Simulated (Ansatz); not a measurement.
Pt: changes ranked by their effect on the pressure

```yaml
crystal:
  lattice:
    - [0.00000, 1.95790, 1.95790]
    - [1.95790, 0.00000, 1.95790]
    - [1.95790, 1.95790, 0.00000]
  atoms:
    - { symbol: Pt, position: [0.00000, 0.00000, 0.00000] }
```

The geometry is COD entry 9012957, unchecked; take it as a test cell. It is an old determination, and later ones may differ.

These are results of DFT, PBE, all-electron LAPW, scalar-relativistic (Ansatz 0.2.0), not measurements.

Numerical set-up: a Γ-centred 18×18×18 k mesh, Fermi–Dirac smearing of 0.03 eV, basis error target 0.25 meV/atom, no spin polarisation.

Spin–orbit coupling is off unless a change turns it on.

In this reference run the pressure is 11.4 GPa (positive in compression). Each change below is made alone, on the same k mesh, with fractional coordinates held unless an atom is moved; x, y and z are the Cartesian axes.

Problem. Order the changes by the shift of the pressure, most negative first.
A. volume scaled by 1.02
B. functional lda
C. spin-orbit coupling on
D. equal xy, yz and zx engineering shear strains of -1 %
E. volume scaled by 0.98
F. no relativity

Solution. B (-16.4 GPa), A (-5.8 GPa), D (+0.1 GPa), C (+0.5 GPa), E (+6.6 GPa), F (+35.0 GPa).
